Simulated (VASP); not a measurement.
**MoH6: density of states with PBE**

Crystal: MoH6.

```
CELL_PARAMETERS angstrom
2.50724 1.44755 1.82192
-2.50724 1.44755 1.82192
0.00000 -2.89511 1.82192
ATOMIC_POSITIONS crystal
H 0.68826 0.28757 0.28757
H 0.28757 0.68826 0.28757
H 0.28757 0.28757 0.68826
H 0.58898 0.90722 0.90722
H 0.90722 0.90722 0.58898
H 0.90722 0.58898 0.90722
Mo 0.07004 0.07004 0.07004
```

The cell was built by a generator and needn't be a form met in nature.

```json
{"Program": "VASP 6.6.1", "Task": "density of states", "Functional": "PBE", "Potentials or basis": "VASP PAW PBE potentials, release 64 (H, Mo_sv)", "Cutoff": "520 eV", "k mesh": "8 × 8 × 8", "Occupations": "gaussian, width 0.03 eV", "Spin": "no spin polarisation", "k mesh for the DOS": "12 × 12 × 12", "Occupations for the DOS": "tetrahedron", "Further INCAR settings": "ALGO = Fast; EDIFF = 1e-06"}
```

* Valence electrons inside the program's atomic spheres: H 0.53, 0.54; Mo 12.68

Levels at points of the mesh, in eV from the valence-band top:
```
           k point  band 6  band 7  band 8  band 9  band 10  band 11  band 12  band 13  band 14
(0.00, 0.00, 0.00)   -5.37   -5.37   -1.99   -1.00    -1.00     1.27     1.80     1.80     8.59
(0.50, 0.00, 0.00)   -7.20   -5.18   -3.75   -1.60     0.00     0.92     2.57     3.21     7.14
(0.50, 0.50, 0.00)   -5.92   -5.02   -5.00   -2.24    -0.82     1.18     1.33     3.89     5.04
(0.50, 0.50, 0.50)   -4.81   -4.81   -3.31   -3.14    -3.14     1.35     1.35     4.17     6.12
```

States per cell in windows of 1 eV (zero at the valence-band top; states under -8 eV left out):
```csv
from (eV),total,Mo7_d,H1_s,H2_s,H3_s,H4_s,H5_s
-8.0,0.76,0.09,0.02,0.02,0.02,0.06,0.06
-7.0,1.11,0.21,0.05,0.05,0.05,0.06,0.06
-6.0,2.40,0.79,0.10,0.10,0.10,0.12,0.12
-5.0,1.75,0.55,0.10,0.10,0.10,0.06,0.06
-4.0,1.21,0.46,0.06,0.06,0.06,0.05,0.05
-3.0,1.61,0.80,0.06,0.06,0.06,0.05,0.05
-2.0,1.93,1.08,0.07,0.07,0.07,0.05,0.05
-1.0,0.31,0.20,0.01,0.01,0.01,0.01,0.01
0.0,0.20,0.13,0.00,0.00,0.00,0.00,0.00
1.0,1.95,1.30,0.03,0.03,0.03,0.02,0.02
2.0,1.47,0.69,0.05,0.05,0.05,0.03,0.03
3.0,1.05,0.45,0.04,0.04,0.04,0.02,0.02
4.0,1.33,0.51,0.05,0.05,0.05,0.04,0.04
5.0,1.22,0.51,0.02,0.02,0.02,0.06,0.06
6.0,0.66,0.25,0.01,0.01,0.01,0.03,0.03
7.0,0.11,0.04,0.00,0.00,0.00,0.01,0.01
```

It took 25 s on 8 MPI ranks on Intel(R) Xeon(R) Platinum 8488C (Sapphire Rapids), on a shared host, peak memory 0.21 GiB a rank.
